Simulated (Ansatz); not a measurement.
Ge:

```
Ge
1.0
     3.99759    0.00000    0.00000
    -1.99879    3.46201    0.00000
     0.00000    0.00000    6.59938
Ge
4
Cartesian
  0.0000 2.3080 6.1843
  1.9988 1.1540 2.8846
  0.0000 2.3080 3.7148
  1.9988 1.1540 0.4151
```

This isn't the form of Ge at room conditions, which is diamond.

```yaml
Program: Ansatz 0.2.0
Task: single point
Functional: PBEsol
Potentials_or_basis: Ansatz PAW
Cutoff: "420 eV (not typed: the program's choice for these potentials)"
k_mesh: 8 × 8 × 4
Occupations: fermi-dirac, width 0.05 eV
Spin: no spin polarisation
```

On this cell: pressure 0.0 GPa; largest force 0.005 eV/Å; band gap on the k mesh 0.11 eV, indirect (least direct gap 0.17 eV).

The same run follows on a disturbed copy (atoms moved at random, drawn with an rms of 0.05 Å):

```xyz
4
Lattice="3.9976 0.0000 0.0000 -1.9988 3.4620 0.0000 0.0000 0.0000 6.5994" Properties=species:S:1:pos:R:3 pbc="T T T"
Ge   -0.0176    2.3018    6.2007
Ge    2.0309    1.1743    2.8595
Ge    0.0334    2.3214    3.7435
Ge    2.0375    1.1317    0.4037
```

Task: What does the disturbed cell give?

Result: The energy moves by +7.7 meV/atom; pressure 0.0 GPa; largest force 0.628 eV/Å; band gap on the k mesh 0.10 eV, indirect (least direct gap 0.12 eV).

Forces in eV/Å, atoms in the order of the input:
```
Ge   0.599 -0.136 -0.128
Ge   0.029 -0.082  0.391
Ge  -0.043  0.063 -0.379
Ge  -0.586  0.155  0.116
```

Stress tensor (GPa, compression positive):
```
-0.15  0.72 -0.56
 0.72  0.07  0.19
-0.56  0.19  0.17
```

Caveats: the PAW data sets come from PBE, with cores solved anew for the run's functional, which leaves a small shift of forces and pressure.

A k mesh can miss the band edges.
